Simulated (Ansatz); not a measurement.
Here is an Ansatz 0.2.0 calculation.

File input.yaml:

```yaml
crystal:
  lattice:
    - [2.079952695, -5.991296865, 0.0]
    - [2.079952695, 5.991296865, 0.0]
    - [0.0, 0.0, 4.27932094]
  atoms:
    - { symbol: Pb, position: [0.13056335, 0.86943665, 0.25] }
    - { symbol: Pb, position: [0.86943665, 0.13056335, 0.75] }
    - { symbol: S, position: [0.35479709, 0.64520291, 0.25] }
    - { symbol: S, position: [0.64520291, 0.35479709, 0.75] }
hamiltonian:
  xc: pbesol
  pseudopotentials: { kind: paw }
kpoints:
  mp_grid: { grid: [7, 7, 6] }
  band_path:
    path:
      - [[0.0, 0.0, 0.0], [0.2801304242, 0.2801304242, 0.0], [0.0, 0.5, 0.0], [0.0, 0.5, 0.5], [0.2801304242, 0.2801304242, 0.5], [0.0, 0.0, 0.5], [0.0, 0.0, 0.0], [-0.5, 0.5, 0.0], [-0.2801304242, 0.7198695758, 0.0], [-0.2801304242, 0.7198695758, 0.5], [-0.5, 0.5, 0.5], [-0.5, 0.5, 0.0]]
      - [[0.0, 0.0, 0.5], [-0.5, 0.5, 0.5]]
    npoints: 14
scf:
  occupations: { method: fermi_dirac, width: 0.05 }
  n_extra_bands: 10
output:
  forces: true
  stress: true
  eigenvalues: true
  fatbands: false
```

Potentials or basis: Ansatz PAW.

Run with:

```sh
$ ansatz run input.yaml --threads 2 --pin off --max-ram 5120MiB --backend cpu --events-out ev --progress --plain --runs-dir out
```

Question: Estimate the largest force.

Answer: 0.034 eV/Å.

Question: Predict the band gap along the path.

Answer: 1.05 eV, indirect (least direct gap 1.12 eV).

Question: Predict the band gap on the k mesh.

Answer: 1.16 eV, indirect (least direct gap 1.34 eV).

Question: What does it give for the pressure?

Answer: -1.9 GPa.

Forces in eV/Å, atoms in the order of the input:
```
Pb   0.000 -0.034  0.000
Pb   0.000  0.034  0.000
S    0.000 -0.014  0.000
S    0.000  0.014  0.000
```

Caveat: the k mesh misses the band edges, so the gap on the mesh is wider than the one along the path; spin-orbit coupling is left out, which as a rule narrows the gap of such compounds by several tenths of an eV; the PAW data sets come from PBE, with cores solved anew for the run's functional, which leaves a small shift of forces and pressure.
